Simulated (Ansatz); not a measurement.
Ba: strain energy, fitted

Ba, I4/mmm, a = 5.028 Å, c = 5.001 Å. This isn't the element's structure at ambient conditions. Ansatz: PBE, PAW, 420 eV, Γ-centred 6×8×6 mesh on 4 atoms, Gaussian smearing 0.10 eV; no spin polarisation. Series: equal strain along all axes, cell held, atoms relaxed; x is the strain in per cent. y is the free energy over the unstrained cell, V0 = 63.203 Å³/atom.

```tsv
x (%)	y (meV/atom)
-3.0	14.85
-2.0	6.43
-1.0	?
0.0	0.00
1.0	1.60
2.0	6.14
3.0	13.42
```

Fit y = c2 x² + c3 x³ to the other rows, turn c2 into a modulus, and predict the missing energy.

Least squares on the rows shown. y = 1.571 x² − 0.02577 x³. In eV per unit strain² c2 is 15.71; the stiffness is B for this strain (E = 9/2 B V0 ε², shape held): 2 × 15.71 × 160.2 / (9 × 63.203) = 8.8 GPa. The unstrained cell keeps some stress along the strain, worth a slope of 0.06 meV/atom per %, which the form leaves out. At x = -1.0 the fit asked for gives 1.60 meV/atom. The run gave 1.54 meV/atom, so the fit is 0.06 meV/atom too high, within twice the rms miss on the fitted rows (0.05 meV/atom).